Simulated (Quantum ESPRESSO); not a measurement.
WS2: dielectric tensor and Born charges under several settings

```xyz
3
Lattice="3.1835 0.0000 0.0000 -1.5918 2.7570 0.0000 0.0000 0.0000 16.9506" Properties=species:S:1:pos:R:3 pbc="T T T"
W     0.0000    0.0000    0.0000
S     0.0000    1.8380    1.5595
S     0.0000    1.8380   15.3911
```

All runs used Quantum ESPRESSO 7.5; k mesh 8 × 8 × 2, shifted; given cell; no spin polarisation; occupations smeared at first, fixed for the response.

```tsv
level	potentials	cutoff (eV)	ε∞ (diagonal)	Born charge of atom 1 (e)	sum of the Born charges (e)
LDA	PseudoDojo 0.4.1 SR LDA standard	952	5.67, 5.67, 1.43	-0.43	-0.01
PBEsol	PseudoDojo 0.4.1 SR PBEsol standard	1007	5.64, 5.64, 1.43	-0.41	0.00
WC	PseudoDojo 0.4.1 SR PBE standard	1007	?	?	?
```

Task: What stands in the row left open?

Result: ε∞ 5.65, 5.65, 1.43; Born charge of atom 1 -0.41 e; sum of the Born charges -0.01 e.

